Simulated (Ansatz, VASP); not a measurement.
Two plane-wave programs on Al

```xyz
1
Lattice="-1.2841 1.2841 1.2841 1.2841 -1.2841 1.2841 1.2841 1.2841 -1.2841" Properties=species:S:1:pos:R:3 pbc="T T T"
Al    0.0000    0.0000    0.0000
```

Change from the starting cell: volume scaled by 0.5, PAW files.

Alike in both runs: task single point; functional PBE; k mesh 18 × 18 × 18; occupations fermi-dirac, width 0.1 eV; no spin polarisation.

```csv
,VASP,Ansatz
version,VASP 6.6.1,Ansatz 0.2.0
potentials or method,"VASP PAW PBE potentials, release 64 (Al)","PAW with Ansatz's default frozen-core files, scalar-relativistic"
plane-wave cutoff (eV),520,420
valence electrons in the cell,3,3
```

Ansatz gave:

- pressure (GPa): 201.9

Q: What did VASP give for the same quantities?

A: Pressure (GPa): 202.9.

Caveats: the cell as given lies far from equilibrium; so large a pressure means that the cell lies far from this level's equilibrium, or that cutoff or potentials fall short (VASP).
